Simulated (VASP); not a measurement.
## Li2O (strained measured structure): a r²SCAN single-point calculation in VASP

INCAR

```
IBRION = -1
ALGO = Normal
LREAL = .FALSE.
LWAVE = .FALSE.
LASPH = .TRUE.
PREC = Accurate
ENCUT = 520
ISIF = 2
LCHARG = .TRUE.
LELF = .TRUE.
ISMEAR = 0
NBANDS = 13
EDIFF = 1E-7
METAGGA = R2SCAN
NELM = 120
NSW = 0
SIGMA = 0.01
```

KPOINTS

```
KPOINTS created by Atomic Simulation Environment
0
Gamma
10 10 10
0 0 0
```

KPOINTS_OPT

```
special points
7
Reciprocal
0.0000000000 0.0000000000 0.0000000000 1
0.5000000000 0.0000000000 0.5000000000 1
0.6250000000 0.2500000000 0.6250000000 1
0.3750000000 0.3750000000 0.7500000000 1
0.5000000000 0.5000000000 0.5000000000 1
0.5000000000 0.2500000000 0.7500000000 1
0.0000000000 0.5000000000 0.5000000000 1
```

POSCAR

```
Li O
 1.0000000000000000
     0.0000000000000000    2.2577894089999999    2.2923106252999998
     2.2577894089999999    0.0000000000000000    2.2923106252999998
     2.2577894089999999    2.2577894089999999    0.0000000000000000
 Li  O
   2   1
Cartesian
  1.1288947045000000  1.1288947045000000  1.1461553126499999
  3.3866841134999999  3.3866841134999999  3.4384659379500002
  0.0000000000000000  0.0000000000000000  0.0000000000000000
```

VASP ran with the recommended PBE PAW datasets (12 valence electrons in the cell).

Command

```
mpirun -np 1 vasp_std
```

OSZICAR

```
N       E                     dE             d eps       ncg     rms          rms(c)
DAV:   1     0.410360457983E+02    0.41036E+02   -0.59668E+03  2668   0.104E+03
DAV:   2    -0.155191849004E+02   -0.56555E+02   -0.54055E+02  3248   0.228E+02
DAV:   3    -0.213755496292E+02   -0.58564E+01   -0.57960E+01  4846   0.532E+01
DAV:   4    -0.214459573466E+02   -0.70408E-01   -0.70398E-01  3040   0.748E+00
DAV:   5    -0.214463263323E+02   -0.36899E-03   -0.36898E-03  3875   0.463E-01    0.678E+00
DAV:   6    -0.167067289947E+02    0.47396E+01   -0.45450E+00  3109   0.125E+01    0.203E+00
DAV:   7    -0.167955258832E+02   -0.88797E-01   -0.22409E-01  2852   0.352E+00    0.158E+00
DAV:   8    -0.168340398508E+02   -0.38514E-01   -0.17749E-01  2750   0.336E+00    0.871E-01
DAV:   9    -0.168252547132E+02    0.87851E-02   -0.13420E-01  3047   0.230E+00    0.480E-01
DAV:  10    -0.168213329573E+02    0.39218E-02   -0.10016E-02  2998   0.619E-01    0.172E-01
DAV:  11    -0.168207923856E+02    0.54057E-03   -0.17212E-03  3272   0.316E-01    0.152E-02
DAV:  12    -0.168207974046E+02   -0.50190E-05   -0.38437E-05  3496   0.517E-02    0.747E-03
DAV:  13    -0.168208177593E+02   -0.20355E-04   -0.11704E-05  3082   0.239E-02    0.770E-03
DAV:  14    -0.168208196610E+02   -0.19017E-05   -0.44355E-06  3172   0.126E-02    0.243E-04
DAV:  15    -0.168208204131E+02   -0.75219E-06   -0.92243E-08  2828   0.273E-03    0.888E-05
DAV:  16    -0.168208204862E+02   -0.73021E-07   -0.21342E-09  1571   0.404E-04
   1 F= -.16820820E+02 E0= -.16820820E+02  d E =-.198951E-20
       N       E                     dE             ncg
DAV:   1     0.136104184853E+04   -0.40165E+04      182
DAV:   2     0.972366108946E+03   -0.38868E+03      225
DAV:   3     0.933319676029E+03   -0.39046E+02      335
DAV:   4     0.932981385737E+03   -0.33829E+00      220
DAV:   5     0.932979653847E+03   -0.17319E-02      230
DAV:   6     0.932979628743E+03   -0.25104E-04      240
DAV:   7     0.932979628270E+03   -0.47262E-06      243
DAV:   8     0.932979628262E+03   -0.80195E-08      192
```

From OUTCAR

```
k-points           NKPTS =    102   k-points in BZ     NKDIM =    102   number of bands    NBANDS=     13

   NELECT =      12.0000    total number of electrons

   dimension x,y,z NGX =    24 NGY =   24 NGZ =   24
   dimension x,y,z NGXF=    48 NGYF=   48 NGZF=   48

  energy-cutoff  :      520.00
  volume of cell :       23.37
      direct lattice vectors                 reciprocal lattice vectors
     0.000000000  2.257789409  2.292310625    -0.221455552  0.221455552  0.218120526
     2.257789409  0.000000000  2.292310625     0.221455552 -0.221455552  0.218120526
     2.257789409  2.257789409  0.000000000     0.221455552  0.221455552 -0.218120526

 k-points in reciprocal lattice and weights: KPOINTS created by Atomic Simulation Env
   0.00000000  0.00000000  0.00000000       0.001
   0.10000000 -0.00000000  0.00000000       0.008
   0.20000000 -0.00000000  0.00000000       0.008
   0.30000000  0.00000000  0.00000000       0.008
   0.40000000  0.00000000  0.00000000       0.008
   0.50000000  0.00000000  0.00000000       0.004
   0.10000000  0.10000000  0.00000000       0.002
   0.20000000  0.10000000  0.00000000       0.008
   ...

 E-fermi :   1.3120

 k-point     1 :       0.0000    0.0000    0.0000
  band No.  band energies     occupation
      1     -43.0167      2.00000
      2     -42.6388      2.00000
      3     -15.2166      2.00000
      4       1.2020      2.00000
      5       1.2518      2.00000
      6       1.2518      2.00000
      7       7.7885      0.00000
      8      14.6186      0.00000
      9      14.6187      0.00000
     10      14.7669      0.00000
     11      21.6695      0.00000
     12      22.2189      0.00000
     13      22.2190      0.00000

 k-point     2 :       0.1000   -0.0000    0.0000
  band No.  band energies     occupation
      1     -43.0058      2.00000
      2     -42.6466      2.00000
      3     -15.1992      2.00000
      4       0.8963      2.00000
      5       1.1672      2.00000
      6       1.2046      2.00000
      7       8.0479      0.00000
      8      14.6756      0.00000
      9      14.7847      0.00000
     10      14.8986      0.00000
     11      20.6258      0.00000
     12      20.9891      0.00000
     13      22.4441      0.00000

 k-point     3 :       0.2000   -0.0000    0.0000
  band No.  band energies     occupation
      1     -42.9745      2.00000
      2     -42.6696      2.00000
      3     -15.1520      2.00000
      4       0.1042      2.00000
      5       1.0338      2.00000
      6       1.0862      2.00000
      7       8.7291      0.00000
      8      14.6517      0.00000
      9      15.0887      0.00000
     10      15.1118      0.00000
     11      19.6658      0.00000
     12      19.8867      0.00000
     13      23.4663      0.00000

 k-point     4 :       0.3000    0.0000    0.0000
  band No.  band energies     occupation
      1     -42.9274      2.00000
      2     -42.7063      2.00000
      3     -15.0900      2.00000
      4      -0.7529      2.00000
      5       0.8804      2.00000
      6       0.9489      2.00000
      7       9.6894      0.00000
      8      14.2738      0.00000
      9      14.9856      0.00000
     10      15.0987      0.00000
     11      19.8469      0.00000
     12      19.8940      0.00000
     13      24.8165      0.00000

 k-point     5 :       0.4000    0.0000    0.0000
  band No.  band energies     occupation
      1     -42.8707      2.00000
      2     -42.7546      2.00000
      3     -15.0368      2.00000
      4      -1.3786      2.00000
      5       0.7635      2.00000
      6       0.8443      2.00000
      7      10.8195      0.00000
      8      13.4648      0.00000
      9      14.6500      0.00000
     10      14.8453      0.00000
     11      20.7010      0.00000
     12      20.7408      0.00000
     13      26.0724      0.00000

 k-point     6 :       0.5000    0.0000    0.0000
  band No.  band energies     occupation
      1     -42.8120      2.00000
      2     -42.8102      2.00000
      3     -15.0158      2.00000
      4      -1.6055      2.00000
      5       0.7203      2.00000
      6       0.8058      2.00000
      7      11.6822      0.00000
      8      12.6896      0.00000
      9      14.4964      0.00000
     10      14.7129      0.00000
     11      21.2129      0.00000
     12      21.2650      0.00000
     13      26.6448      0.00000

 k-point     7 :       0.1000    0.1000    0.0000
  band No.  band energies     occupation
      1     -43.0033      2.00000
      2     -42.6480      2.00000
      3     -15.1956      2.00000
      4       0.9544      2.00000
      5       1.0963      2.00000
      6       1.0963      2.00000
      7       8.0824      0.00000
      8      14.7509      0.00000
      9      14.7510      0.00000
     10      15.0844      0.00000
     11      19.0652      0.00000
     12      22.9149      0.00000
     13      22.9150      0.00000

 k-point     8 :       0.2000    0.1000    0.0000
  band No.  band energies     occupation
      1     -42.9806      2.00000
      2     -42.6642      2.00000
      3     -15.1604      2.00000
      4       0.3737      2.00000
      5       0.9309      2.00000
      6       1.0289      2.00000
      7       8.5120      0.00000
      8      14.7734      0.00000
      9      14.9566      0.00000
     10      15.5214      0.00000
     11      18.0013      0.00000
     12      22.2275      0.00000
     13      23.7333      0.00000

 k-point     9 :       0.3000    0.1000    0.0000
  band No.  band energies     occupation
      1     -42.9408      2.00000
      2     -42.6943      2.00000
      3     -15.1045      2.00000
      4      -0.4457      2.00000
      5       0.7775      2.00000
      6       0.9072      2.00000
      7       9.2458      0.00000
      8      14.3773      0.00000
      9      15.0895      0.00000
     10      15.7672      0.00000
     11      18.1206      0.00000
     12      21.7235      0.00000
     13      24.7345      0.00000

 k-point    10 :       0.4000    0.1000    0.0000
  band No.  band energies     occupation
      1     -42.8894      2.00000
      2     -42.7366      2.00000
      3     -15.0478      2.00000
      4      -1.1426      2.00000
      5       0.6918      2.00000
      6       0.7446      2.00000
      7      10.1777      0.00000
      8      13.6806      0.00000
      9      15.0118      0.00000
     10      15.4753      0.00000
     11      19.3252      0.00000
     12      21.7947      0.00000
     13      25.7869      0.00000

 k-point    11 :       0.5000    0.1000    0.0000
  band No.  band energies     occupation
      1     -42.8329      2.00000
      2     -42.7882      2.00000
      3     -15.0137      2.00000
      4      -1.5077      2.00000
      5       0.6041      2.00000
      6       0.6998      2.00000
      7      11.0480      0.00000
      8      12.9752      0.00000
      9      14.9279      0.00000
     10      15.1354      0.00000
     11      20.7306      0.00000
     12      21.5144      0.00000
     13      26.5732      0.00000

 k-point    12 :      -0.4000    0.1000    0.0000
  band No.  band energies     occupation
      1     -42.8449      2.00000
      2     -42.7772      2.00000
      3     -15.0185      2.00000
      4      -1.4466      2.00000
      5       0.5350      2.00000
      6       0.7965      2.00000
      7      10.9519      0.00000
      8      13.0544      0.00000
      9      15.0709      0.00000
     10      15.0754      0.00000
     11      20.2822      0.00000
     12      21.5874      0.00000
     13      26.4259      0.00000

 k-point    13 :      -0.3000    0.1000    0.0000
  band No.  band energies     occupation
      1     -42.9012      2.00000
      2     -42.7274      2.00000
      3     -15.0593      2.00000
      4      -0.9769      2.00000
      5       0.5633      2.00000
      6       0.9499      2.00000
      7      10.0370      0.00000
      8      13.7869      0.00000
      9      15.1676      0.00000
     10      15.4928      0.00000
     11      18.7639      0.00000
     12      21.6556      0.00000
     13      25.4664      0.00000

 k-point    14 :      -0.2000    0.1000    0.0000
  band No.  band energies     occupation
      1     -42.9509      2.00000
      2     -42.6875      2.00000
      3     -15.1179      2.00000
      4      -0.2325      2.00000
      5       0.6891      2.00000
      6       1.1075      2.00000
      7       9.1239      0.00000
      8      14.4176      0.00000
      9      15.0944      0.00000
     10      15.7360      0.00000
     11      18.0678      0.00000
     12      21.4557      0.00000
     13      24.4040      0.00000

 ...

  Total        0.4812687      0.4812687      0.0773780      0.0000000     -0.0000000      0.0000000
  in kB       32.9934630     32.9934630      5.3046634      0.0000000     -0.0000000      0.0000000
  external PRESSURE =      23.7638632 kB  Pullay stress =       0.0000000 kB

 POSITION                                       TOTAL-FORCE (eV/Angst)
 -----------------------------------------------------------------------------------
      1.12889      1.12889      1.14616        -0.000000     -0.000000     -0.000000
      3.38668      3.38668      3.43847         0.000000      0.000000      0.000000
      0.00000      0.00000      0.00000         0.000000      0.000000      0.000000
 -----------------------------------------------------------------------------------
    total drift:                               -0.000000      0.000000      0.000000

  FREE ENERGIE OF THE ION-ELECTRON SYSTEM (eV)
  ---------------------------------------------------
  free  energy   TOTEN  =       -16.8208204862 eV

  energy  without entropy=      -16.8208204862  energy(sigma->0) =      -16.82082049
```

| Property | Result |
| --- | --- |
| gap between bands v and c | 5.74 eV |
| least direct gap | 6.54 eV |
| pressure | 2.4 GPa |

Band v is the last that the valence electrons fill when counted band by band, and c is the next.

The run took about 82 s on one core of a shared host (Intel Xeon Platinum 8488C) and held 0.17 GiB at most.
